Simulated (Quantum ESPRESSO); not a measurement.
# Pt (Fm-3m) in Quantum ESPRESSO: notebook

Aim: see how the results for Pt move with the level of theory and the settings. Levels: PW91, revPBE, vdW-DF-cx. Tasks: phonons.

Program: Quantum ESPRESSO 7.5. These are calculated values, not measurements. Logs are shortened: lines on timing, memory, paths and dates and some standing lists are left out, and cuts for length are marked.

## (1) The crystal as given

It takes space group Fm-3m (No. 225, cubic). The conventional cell has a = 3.922 Å, b = 3.922 Å, c = 3.922 Å, α = 90.00°, β = 90.00°, γ = 90.00°. Around Pt (site symmetry m-3m) lie 12 Pt at 2.77 Å.

## (2) Phonons, PW91

File pw.in:

```
&CONTROL
  calculation = 'scf'
  prefix = 'pwscf'
  outdir = './tmp'
  pseudo_dir = './pseudo'
  tprnfor = .true.
  tstress = .true.
  disk_io = 'low'
/
&SYSTEM
  ibrav = 0
  A = 2.77313137
  nat = 1
  ntyp = 1
  ecutwfc = 45
  ecutrho = 360
  nbnd = 14
  input_dft = 'pw91'
  occupations = 'smearing'
  smearing = 'mv'
  degauss = 0.01469973
/
&ELECTRONS
  conv_thr = 2d-10
  electron_maxstep = 120
  mixing_beta = 0.5
/
ATOMIC_SPECIES
Pt   195.0840 pt_pbe_v1.4.uspp.F.UPF
CELL_PARAMETERS alat
   0.0000000000    0.7071067823    0.7071067823
   0.7071067823    0.0000000000    0.7071067823
   0.7071067823    0.7071067823    0.0000000000
ATOMIC_POSITIONS alat
Pt     0.0000000000    0.0000000000    0.0000000000
K_POINTS automatic
10 10 10 0 0 0
```

File relax.in:

```
&CONTROL
  calculation = 'vc-relax'
  prefix = 'pwscf'
  outdir = './tmp'
  pseudo_dir = './pseudo'
  tprnfor = .true.
  tstress = .true.
  disk_io = 'low'
  nstep = 40
  forc_conv_thr = 0.0001
  etot_conv_thr = 1d-06
/
&SYSTEM
  ibrav = 0
  A = 2.77313137
  nat = 1
  ntyp = 1
  ecutwfc = 45
  ecutrho = 360
  nbnd = 14
  input_dft = 'pw91'
  occupations = 'smearing'
  smearing = 'mv'
  degauss = 0.01469973
/
&ELECTRONS
  conv_thr = 2d-10
  electron_maxstep = 120
  mixing_beta = 0.5
/
&IONS
  ion_dynamics = 'bfgs'
/
&CELL
  cell_dynamics = 'bfgs'
  press = 0
  press_conv_thr = 0.2
/
ATOMIC_SPECIES
Pt   195.0840 pt_pbe_v1.4.uspp.F.UPF
CELL_PARAMETERS alat
   0.0000000000    0.7071067823    0.7071067823
   0.7071067823    0.0000000000    0.7071067823
   0.7071067823    0.7071067823    0.0000000000
ATOMIC_POSITIONS alat
Pt     0.0000000000    0.0000000000    0.0000000000
K_POINTS automatic
10 10 10 0 0 0
```

File scf2.in:

```
&CONTROL
  calculation = 'scf'
  prefix = 'pwscf'
  outdir = './tmp'
  pseudo_dir = './pseudo'
  tprnfor = .true.
  tstress = .true.
  disk_io = 'low'
/
&SYSTEM
  ibrav = 0
  A = 2.80589167
  nat = 1
  ntyp = 1
  ecutwfc = 45
  ecutrho = 360
  nbnd = 14
  input_dft = 'pw91'
  occupations = 'smearing'
  smearing = 'mv'
  degauss = 0.01469973
/
&ELECTRONS
  conv_thr = 1d-13
  electron_maxstep = 120
  mixing_beta = 0.5
  startingpot = 'file'
  startingwfc = 'file'
/
ATOMIC_SPECIES
Pt   195.0840 pt_pbe_v1.4.uspp.F.UPF
CELL_PARAMETERS alat
   0.0000000000    0.7071067803    0.7071067803
   0.7071067803    0.0000000000    0.7071067803
   0.7071067803    0.7071067803    0.0000000000
ATOMIC_POSITIONS alat
Pt     0.0000000000    0.0000000000    0.0000000000
K_POINTS automatic
10 10 10 0 0 0
```

File ph.in:

```
phonons of Pt
&INPUTPH
  prefix = 'pwscf'
  outdir = './tmp'
  tr2_ph = 1d-18
  fildyn = 'dyn'
  niter_ph = 90
  alpha_mix(1) = 0.4
/
0.3535533906 0.7071067812 -0.0000000000
```

Potentials or basis: GBRV 1.5 PBE.

The run is started by

```sh
$ OMP_NUM_THREADS=1 pw.x -in pw.in > pw.out
$ OMP_NUM_THREADS=1 pw.x -in relax.in > relax.out
$ OMP_NUM_THREADS=1 pw.x -in scf2.in > scf2.out
$ OMP_NUM_THREADS=1 ph.x -in ph.in > ph.out
```

pw.out:

```text
This program is part of the open-source Quantum ESPRESSO suite
     for quantum simulation of materials; please cite
         "P. Giannozzi et al., J. Phys.:Condens. Matter 21 395502 (2009);
         "P. Giannozzi et al., J. Phys.:Condens. Matter 29 465901 (2017);
         "P. Giannozzi et al., J. Chem. Phys. 152 154105 (2020);
     in publications or presentations arising from this work. More details at

     IMPORTANT: XC functional enforced from input :
     Exchange-correlation= PW91
                           (   1   4   2   2   0   0   0)
     Any further DFT definition will be discarded
     Please, verify this is what you really want

     Message from routine setup:
     using ibrav=0 with symmetry is DISCOURAGED, use correct ibrav instead

     G-vector sticks info
     --------------------
     sticks:   dense  smooth     PW     G-vecs:    dense   smooth      PW
     Sum         673     349    121                11791     4111     869

     Using Slab Decomposition

     bravais-lattice index     =            0
     lattice parameter (alat)  =       5.2405  a.u.
     unit-cell volume          =     101.7637 (a.u.)^3
     number of atoms/cell      =            1
     number of atomic types    =            1
     number of electrons       =        16.00
     number of Kohn-Sham states=           14
     kinetic-energy cutoff     =      45.0000  Ry
     charge density cutoff     =     360.0000  Ry
     scf convergence threshold =      2.0E-10
     mixing beta               =       0.5000
     number of iterations used =            8  plain     mixing
     Exchange-correlation= PW91
                           (   1   4   2   2   0   0   0)

     celldm(1)=   5.240459  celldm(2)=   0.000000  celldm(3)=   0.000000
     celldm(4)=   0.000000  celldm(5)=   0.000000  celldm(6)=   0.000000

     crystal axes: (cart. coord. in units of alat)
               a(1) = (   0.000000   0.707107   0.707107 )
               a(2) = (   0.707107   0.000000   0.707107 )
               a(3) = (   0.707107   0.707107   0.000000 )

     reciprocal axes: (cart. coord. in units 2 pi/alat)
               b(1) = ( -0.707107  0.707107  0.707107 )
               b(2) = (  0.707107 -0.707107  0.707107 )
               b(3) = (  0.707107  0.707107 -0.707107 )

     PseudoPot. # 1 for Pt read from file:
     pt_pbe_v1.4.uspp.F.UPF
     Pseudo is Ultrasoft + core correction, Zval = 16.0
     Generated by new atomic code, or converted to UPF format
     Using radial grid of  985 points,  6 beta functions with:
                l(1) =   0
                l(2) =   0
                l(3) =   1
                l(4) =   1
                l(5) =   2
                l(6) =   2
     Q(r) pseudized with  8 coefficients,  rinner =    1.300   1.300   1.300
                                                       1.300   1.300

     atomic species   valence    mass     pseudopotential
     Pt               16.00   195.08400     Pt( 1.00)

     48 Sym. Ops., with inversion, found

   Cartesian axes

     site n.     atom                  positions (alat units)
         1        Pt     tau(   1) = (   0.0000000   0.0000000   0.0000000  )

     number of k points=    47  Marzari-Vanderbilt smearing, width (Ry)=  0.0147
                       cart. coord. in units 2pi/alat
        k(    1) = (   0.0000000   0.0000000   0.0000000), wk =   0.0020000
        k(    2) = (   0.0707107   0.0707107  -0.0707107), wk =   0.0160000
        k(    3) = (   0.1414214   0.1414214  -0.1414214), wk =   0.0160000
        k(    4) = (   0.2121320   0.2121320  -0.2121320), wk =   0.0160000
        k(    5) = (   0.2828427   0.2828427  -0.2828427), wk =   0.0160000
        k(    6) = (  -0.3535534  -0.3535534   0.3535534), wk =   0.0080000
[... 39 lines left out ...]
        k(   46) = (  -0.0707107  -0.3535534   0.6363961), wk =   0.0480000
        k(   47) = (  -0.7071068   0.2828427   0.0000000), wk =   0.0240000

     Dense  grid:    11791 G-vectors     FFT dimensions: (  32,  32,  32)

     Smooth grid:     4111 G-vectors     FFT dimensions: (  24,  24,  24)

     Initial potential from superposition of free atoms

     starting charge      15.5000, renormalised to      16.0000

     negative rho (up, down):  1.880E-01 0.000E+00
     Starting wfcs are   12 randomized atomic wfcs +    2 random wfcs

     Self-consistent Calculation

     iteration #  1     ecut=    45.00 Ry     beta= 0.50
     Davidson diagonalization with overlap
     ethr =  1.00E-02,  avg # of iterations =  4.3

     negative rho (up, down):  1.756E-01 0.000E+00

     total energy              =    -210.76145087 Ry
     estimated scf accuracy    <       0.73597300 Ry

     iteration #  2     ecut=    45.00 Ry     beta= 0.50
     Davidson diagonalization with overlap
     ethr =  4.60E-03,  avg # of iterations =  2.0
[... 51 lines left out ...]
     iteration #  8     ecut=    45.00 Ry     beta= 0.50
     Davidson diagonalization with overlap
     ethr =  5.96E-12,  avg # of iterations =  2.1

     negative rho (up, down):  1.755E-01 0.000E+00

     End of self-consistent calculation

          k = 0.0000 0.0000 0.0000 (   531 PWs)   bands (ev):

   -30.0218 -30.0218 -30.0218  12.3255  18.7379  18.7379  18.7379  20.8921
    20.8921  37.2461  42.1586  42.1586  42.1586  47.5823

          k = 0.0707 0.0707-0.0707 (   534 PWs)   bands (ev):

   -30.0679 -30.0284 -30.0284  12.7256  18.5724  18.8882  18.8882  20.8154
    20.8154  37.8437  40.4127  42.7678  42.7678  49.1728

          k = 0.1414 0.1414-0.1414 (   525 PWs)   bands (ev):
[... 51 lines left out ...]
   -30.3720 -30.1140 -30.0704  15.3978  18.6625  18.9199  19.1556  21.1870
    22.6859  33.0331  38.3725  41.1386  45.0416  45.9410

          k =-0.0707-0.2121 0.2121 (   526 PWs)   bands (ev):

   -30.2436 -30.0895 -30.0479  14.5206  18.0761  19.1223  19.3771  20.4005
    21.6690  36.6110  39.3265  42.5318  43.8924  46.7237

          k = 0.0000-0.1414 0.1414 (   527 PWs)   bands (ev):

   -30.1269 -30.0569 -30.0318  13.3579  18.2916  19.1158  19.1247  20.4563
    21.0655  38.6829  39.1653  42.1833  44.3689  47.0431

          k = 0.2828 0.0000-0.0000 (   524 PWs)   bands (ev):

   -30.1818 -30.0837 -30.0837  14.2897  17.5981  19.7216  19.8215  19.8215
    21.4147  40.2168  40.2236  41.1304  41.1304  46.4714

          k = 0.3536 0.0707-0.0707 (   522 PWs)   bands (ev):
[... 16 lines left out ...]
   -30.4333 -30.2084 -30.1151  16.3138  17.9448  19.2960  19.6304  22.1141
    26.0244  28.8928  36.6314  39.7621  40.8627  49.0463

          k =-0.0707-0.3536 0.3536 (   519 PWs)   bands (ev):

   -30.3830 -30.2025 -30.0909  16.4078  18.1683  18.5107  19.6923  21.1099
    24.3652  32.2702  36.6026  39.8838  43.6368  45.8791

          k = 0.0000-0.2828 0.2828 (   525 PWs)   bands (ev):

   -30.3110 -30.1569 -30.0652  15.7245  17.7994  18.7795  19.9257  20.1389
    22.9406  35.2693  37.9454  40.9413  43.2949  46.5908

          k = 0.4243-0.0000 0.0000 (   508 PWs)   bands (ev):

   -30.3199 -30.1388 -30.1388  15.6324  16.7448  19.8445  21.0479  21.0479
    21.9197  38.0947  38.0947  39.2771  41.6087  42.9254

          k = 0.4950 0.0707-0.0707 (   519 PWs)   bands (ev):

   -30.3834 -30.1736 -30.1591  15.9383  16.5597  19.9291  21.2197  22.4702
    22.7696  34.5413  36.8982  37.3745  42.4837  44.6588

          k =-0.1414-0.5657 0.5657 (   518 PWs)   bands (ev):
[... 21 lines left out ...]
   -30.4476 -30.2143 -30.1897  15.6968  16.1486  21.4992  22.1067  22.8665
    25.2251  31.4699  34.1097  34.8546  43.2160  45.9075

          k =-0.0000-0.5657 0.5657 (   510 PWs)   bands (ev):

   -30.4191 -30.2699 -30.1762  16.0406  16.6794  20.3063  21.5829  22.5912
    28.1053  29.1607  32.9947  36.1814  43.2235  47.7272

          k =-0.7071 0.0000 0.0000 (   524 PWs)   bands (ev):

   -30.4690 -30.2001 -30.2001  15.4611  15.9153  22.5345  23.0263  23.0263
    24.3569  31.3849  33.9655  33.9655  42.7211  46.0456

          k = 0.2828 0.1414 0.0000 (   527 PWs)   bands (ev):

   -30.2322 -30.1040 -30.0641  14.6922  17.7045  19.1188  19.8308  20.2468
    21.7368  37.6349  39.5548  41.8302  42.3524  47.1352

          k = 0.3536 0.2121-0.0707 (   518 PWs)   bands (ev):

   -30.3341 -30.1449 -30.0848  15.7820  17.7662  18.6064  19.8484  21.0186
    22.8487  34.5248  38.5756  40.1536  43.4283  46.7099

          k =-0.2828-0.4243 0.5657 (   517 PWs)   bands (ev):
[... 21 lines left out ...]
   -30.4082 -30.2489 -30.1490  16.6890  17.5289  18.7198  20.3634  22.4162
    27.3207  28.7071  35.7691  37.3123  42.4528  48.4360

          k =-0.0707-0.3536 0.4950 (   518 PWs)   bands (ev):

   -30.3911 -30.2628 -30.1337  16.9983  17.5919  18.4316  20.2781  21.9417
    26.2007  30.5494  34.7655  38.4839  42.7460  47.3769

          k = 0.0000-0.2828 0.4243 (   520 PWs)   bands (ev):

   -30.3659 -30.2218 -30.1075  16.9029  17.6162  18.0134  20.4299  21.0924
    24.4545  33.2894  35.5177  39.4438  44.4850  45.0022

          k =-0.1414-0.5657 0.7071 (   520 PWs)   bands (ev):

   -30.4162 -30.2084 -30.1789  16.0466  16.4473  20.0607  21.9235  22.3671
    24.7048  32.7284  34.6888  35.9861  43.9642  45.2219

          k =-0.0707-0.4950 0.6364 (   510 PWs)   bands (ev):

   -30.4078 -30.2627 -30.1837  16.3147  16.8432  19.5780  21.3081  22.7376
    27.4636  30.0759  33.5445  35.5855  44.2685  47.4657

          k =-0.0000-0.4243 0.5657 (   520 PWs)   bands (ev):

   -30.3545 -30.3294 -30.1646  16.7520  17.4611  18.7650  20.7211  22.3810
    27.7802  30.6770  32.2201  37.0070  43.5656  48.2339

          k =-0.7071 0.1414 0.0000 (   504 PWs)   bands (ev):

   -30.4437 -30.2261 -30.2013  15.8445  16.2539  20.9983  21.9607  23.0277
    26.6670  30.5233  33.5093  34.4044  44.4351  45.9162

          k =-0.1414-0.4243 0.7071 (   515 PWs)   bands (ev):

   -30.3814 -30.2741 -30.1694  16.9781  17.3603  18.2391  20.9320  22.3578
    26.6438  31.7538  33.0985  36.4631  45.3129  46.0704

          k =-0.0707-0.3536 0.6364 (   512 PWs)   bands (ev):

   -30.3602 -30.3125 -30.1831  17.0296  17.6565  18.1654  20.5693  22.6963
    28.5710  29.8426  32.9002  35.5972  45.1621  47.3474

          k =-0.7071 0.2828 0.0000 (   512 PWs)   bands (ev):

   -30.3770 -30.2939 -30.2031  16.6818  17.2526  18.8642  20.7799  23.0298
    29.5367  29.7283  31.9962  34.6302  46.3678  48.1022

     the Fermi energy is    22.5480 ev

!    total energy              =    -210.92395373 Ry
     estimated scf accuracy    <          5.0E-12 Ry
     smearing contrib. (-TS)   =       0.00008089 Ry
     internal energy E=F+TS    =    -210.92403462 Ry

     The total energy is F=E-TS. E is the sum of the following terms:
     one-electron contribution =     -19.95484071 Ry
     hartree contribution      =      24.57288101 Ry
     xc contribution           =     -57.16878757 Ry
     ewald contribution        =    -158.37328736 Ry

     convergence has been achieved in   8 iterations

     negative rho (up, down):  1.755E-01 0.000E+00

     Forces acting on atoms (cartesian axes, Ry/au):

     atom    1 type  1   force =     0.00000000    0.00000000    0.00000000

     Total force =     0.000000     Total SCF correction =     0.000000

     Computing stress (Cartesian axis) and pressure

     negative rho (up, down):  1.755E-01 0.000E+00
          total   stress  (Ry/bohr**3)                   (kbar)     P=       99.11
   0.00067371  -0.00000000  -0.00000000           99.11       -0.00       -0.00
  -0.00000000   0.00067371  -0.00000000           -0.00       99.11       -0.00
  -0.00000000  -0.00000000   0.00067371           -0.00       -0.00       99.11

=------------------------------------------------------------------------------=
   JOB DONE.
=------------------------------------------------------------------------------=
```

It took 4.1 min on 1 thread of Arm Neoverse V1, shared host; peak memory 0.1 GiB.

Results:

| Property | Result |
| --- | --- |
| Free energy | -2869.7848 eV |
| Relaxed volume | 15.62 Å³/atom |
| Relaxed cell | a = 2.806 Å, b = 2.806 Å, c = 2.806 Å, α = 60.00°, β = 60.00°, γ = 60.00° |
| Space group after relaxing (to 0.05 Å) | Fm-3m (No. 225) |
| Pressure after relaxing | 0.1 GPa |
| Band gap on the k mesh | none (metal or under the smearing width) |
| Highest phonon frequency at the q point run | 192 cm⁻¹ |

Step by step:
| step | energy change (eV) | largest force (eV/Å) | pressure (GPa) | volume (Å³) |
| --- | --- | --- | --- | --- |
| 1 | 0.0000 | 0.0000 | 9.91 | 15.08 |
| 2 | -0.0134 | 0.0000 | -3.64 | 15.85 |
| 3 | -0.0161 | 0.0000 | -0.30 | 15.64 |
| 4 | -0.0161 | 0.0000 | 0.01 | 15.62 |
| 5 | -0.0161 | 0.0000 | 0.00 | 15.62 |

Final structure:
```
Pt
1.0
     0.00000    1.98407    1.98407
     1.98407    0.00000    1.98407
     1.98407    1.98407    0.00000
Pt
1
Direct
  0.00000 0.00000 0.00000
```

Levels at points of the mesh, in eV from the Fermi level:
| k point | band 5 | band 6 | band 7 | band 8 | band 9 | band 10 | band 11 | band 12 |
| --- | --- | --- | --- | --- | --- | --- | --- | --- |
| (0.00, 0.00, 0.00) | -3.60 | -3.60 | -3.60 | -1.57 | -1.57 | 14.78 | 19.50 | 19.50 |
| (0.00, 0.00, -0.50) | -3.66 | -3.66 | -0.30 | 0.02 | 0.02 | 5.55 | 14.34 | 18.73 |
| (0.00, -0.50, -0.50) | -6.27 | -0.02 | 0.44 | 0.44 | 1.87 | 8.46 | 11.30 | 11.30 |

Phonon frequencies in cm⁻¹ (negative: imaginary):
| q point | frequencies |
| --- | --- |
| (0.500, 0.250, 0.750) | 140 192 192 |

Phonon modes at q = (0.500, 0.250, 0.750) in reciprocal lattice units:
| mode | symmetry | cm⁻¹ |
| --- | --- | --- |
| 1 | B_2 | 140 |
| 2 | E | 192 |
| 3 | E | 192 |

Caveat: the mesh is thin for the phonons of a metal; the potentials were made for another functional, which shifts forces and pressure; the q point doesn't lie on the k mesh, which can shift a metal's frequencies strongly unless the mesh is converged. The run has no spin-orbit coupling, so splittings on Pt are missing.

(Continued in part 2 of 3.)
